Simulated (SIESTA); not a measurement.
# InAs under changes of volume

One of the cells (27.489 Å³/atom); the others are scaled copies at fixed shape and fractional positions:

```
In As
1.0
     0.00000    3.01800    3.01800
     3.01800    0.00000    3.01800
     3.01800    3.01800    0.00000
In As
1 1
Cartesian
  0.0000 0.0000 0.0000
  4.5270 4.5270 4.5270
```

```yaml
Program: SIESTA 5.4.2
Functional: PBE
Potentials_or_basis: PseudoDojo 0.4 standard (PBE files)
Basis: TZTP (energy shift 0.05 Ry)
Grid_cutoff: 500 Ry
Energy_shift: 0.05 Ry
k_mesh: 8 × 8 × 8
Occupations: fermi-dirac, width 0.05 eV
Spin: no spin polarisation
```

```csv
volume (Å³/atom),energy over the lowest point (meV/atom),pressure (GPa),gap on the mesh (eV)
25.840,?,?,?
26.389,14.18,3.9,0.79
26.939,4.26,2.0,0.67
27.489,0.00,0.4,0.55
28.039,0.99,-1.0,0.44
28.588,6.80,-2.4,0.33
29.138,17.31,-3.7,0.23
```

Q: What does the run at 25.840 Å³/atom give?

A: Energy over the lowest point 31.02 meV/atom; pressure 6.0 GPa; gap on the mesh 0.91 eV.

Worked out: A Birch-Murnaghan fit of order 3 (a polynomial in V^(-2/3)) to the other rows has its minimum at 27.66 Å³/atom with B0 = V·E''(V) = 75 GPa (rough, since the energies scatter). It gives 30.03 meV/atom at 25.840 Å³/atom, against the run's 31.02, and -dE/dV = 5.5 GPa, against 6.0. A straight line through the other rows of the gap, of slope -5.67 eV per unit of ln V (its deformation potential), extrapolates to 0.91 eV, against the run's 0.91.

Energies are extrapolated to zero smearing.

Caveats: semicore shells carry a single zeta, which can move pressures by several GPa and volumes by a few percent; spin-orbit coupling is left out, which moves the levels of the heavy elements; the basis of atomic orbitals isn't converged, which shifts pressures, moduli and gaps.

A mesh can miss the band edges.
